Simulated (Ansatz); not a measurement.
Rocksalt MgO, 2 atoms and 16 valence electrons in a cell of about 19 Å³, was run 9 times in the PAW code Ansatz, each time on 1 × NVIDIA H100 80GB HBM3 with 2 threads of AMD EPYC 7R13 Processor (Zen 3) (shared host). The times are single readings and vary with the host's load.

```csv
run,k mesh,irreducible k,cutoff (eV),plane waves,bands,SCF iterations,wall time,peak host memory (GiB)
"G0W0, PBE, 42 empty bands, 100 eV",8×8×8,29,420,339,12,6,12 s,1.3
"G0W0, PBE, 101 empty bands, 180 eV",8×8×8,29,420,339,12,6,12 s,1.4
"G0W0, PBE, 197 empty bands, 260 eV",8×8×8,29,420,339,12,6,18 s,1.6
"G0W0, HSE06, 101 empty bands, 180 eV",8×8×8,29,420,339,12,10,2.6 min,1.7
"G0W0, r2SCAN, 101 empty bands, 180 eV",8×8×8,29,500,459,12,6,3.2 min,1.4
"G0W0, PBE0, 101 empty bands, 180 eV",8×8×8,29,420,339,12,10,6.5 min,1.6
"G0W0, PBE, 101 empty bands, 180 eV, plasmon pole",8×8×8,29,420,339,12,6,2.4 min,1.6
"G0W0, PBE, 30 empty bands, 80 eV",10×10×10,47,420,339,12,6,12 min,1.3
"G0W0, PBE, 101 empty bands, 180 eV, norm-conserving",8×8×8,29,1240,1837,12,7,3.1 min,1.4
```

The slowest run (G0W0, PBE, 30 empty bands, 80 eV) took about 60 times as long as the quickest (G0W0, PBE, 42 empty bands, 100 eV).
